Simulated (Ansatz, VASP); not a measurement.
ScAl3: VASP beside Ansatz

```
Sc Al
1.0
     4.08781    0.00000    0.00000
     0.00000    4.08781    0.00000
     0.00000    0.00000    4.08781
Sc Al
1 3
Direct
  0.00000 0.00000 0.00000
  0.50000 0.00000 0.50000
  0.00000 0.50000 0.50000
  0.50000 0.50000 0.00000
```

The cell is a database's computed one.

Alike in both runs: task relaxation of cell and atoms; functional r2SCAN; k mesh 10 × 10 × 10; occupations gaussian, width 0.1 eV; no spin polarisation.

```csv
,VASP,Ansatz
version,VASP 6.6.1,Ansatz 0.2.0
potentials or method,"VASP PAW PBE potentials, release 64 (Sc_sv, Al)","scalar-relativistic, plane waves, PAW"
plane-wave cutoff (eV),600,500
valence electrons in the cell,20,20
```

VASP gave:

```
gap on the k mesh at the Fermi level, each at its own relaxed structure (eV) : none
relaxed volume (Å³/atom)                                                     : 17.05
relaxed cell length with the largest relative difference (Å)                 : 4.085
```

Problem. Which values does Ansatz return?

Solution. gap on the k mesh at the Fermi level, each at its own relaxed structure (eV): none; relaxed volume (Å³/atom): 17.05; relaxed cell length with the largest relative difference (Å): 4.086.

A gap of «none» marks a metal or a gap that the smearing closes.

Caveats: the PAW data sets were made with another functional, which shifts forces and pressure a little (VASP).
